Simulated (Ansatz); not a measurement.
Start of a relaxation of C:

```cif
data_structure
_symmetry_space_group_name_H-M 'Immm'
_symmetry_Int_Tables_number 71
_cell_length_a 3.6750
_cell_length_b 5.1911
_cell_length_c 6.3218
_cell_angle_alpha 90.000
_cell_angle_beta 90.000
_cell_angle_gamma 90.000
_cell_volume 120.60
loop_
_atom_site_label
_atom_site_type_symbol
_atom_site_symmetry_multiplicity
_atom_site_Wyckoff_symbol
_atom_site_fract_x
_atom_site_fract_y
_atom_site_fract_z
_atom_site_occupancy
C1 C 8 m 0.29435 0.00000 0.83497 1
C2 C 8 n 0.21500 0.72705 0.50000 1
C3 C 8 l 0.50000 0.85145 0.66105 1
```

Theory: Ansatz 0.2.0, DFT PBE, scalar-relativistic, plane waves, PAW. Cutoff 420 eV, Gaussian smearing, Γ-centred meshes. Cell and atoms relax first on a coarse mesh and then on a converged one. In between, the cell is made exact in the group found at 0.06 Å. The steps can't lower the symmetry of their start. No spin polarisation in the relaxation; trial moments died out in a coarse test.

A guess keeps its type if space group and coordination stay and the shape of the cell changes little (axis ratios within about 15 %, angles within 6°); the volume may change.

Task: Does this structure survive the relaxation?

Result: It doesn't keep its type. The symmetry stays Immm (No. 71). The volume per atom grows by 214.7 %, from 5.0 to 15.8 Å³. The shortest distance goes from 1.51 Å (C–C) to 1.29 Å (C–C). Counting neighbours within 15 % of an atom's shortest distance, the start has C 5 and the end C 1/3. In detail, at the end C on its first site is surrounded by 1 C at 1.42 Å and 2 C at 1.68 Å; around C on its second site lie 1 C at 1.29 Å and 2 C at 1.44 Å; around C on its third site lie 2 C at 1.44 Å, 1 C at 1.63 Å and 1 C at 1.72 Å.

```xyz
12
Lattice="-1.6780 5.3034 5.3303 1.6780 -5.3034 5.3303 1.6780 5.3034 -5.3303" Properties=species:S:1:pos:R:3 pbc="T T T"
C     0.8394    0.7122    0.0000
C    -0.8386    4.5913    5.3303
C     2.5166    0.7122    0.0000
C     0.8386    4.5913    5.3303
C     0.6427    5.3034   -1.3117
C     0.6427    5.3034    1.3117
C     1.0353    0.0000    6.6419
C     1.0353    0.0000    4.0186
C     1.6780    4.4420   -0.8146
C     0.0000    0.8614    6.1448
C     1.6780    4.4420    0.8146
C     0.0000    0.8614    4.5157
```

The last run used a 12×12×12 mesh for its 12-atom cell and Gaussian smearing of 0.02 eV. No dispersion correction is applied, so the spacing and binding between layers, chains or molecules are poorly described. A structure relaxed within its symmetry needn't be a true minimum. Another cell of C relaxed alike, in I4/mmm, lies 1.29 eV/atom lower, so this cell isn't the stable form at this level.

In counts of neighbours, a slash parts the counts of unlike sites.
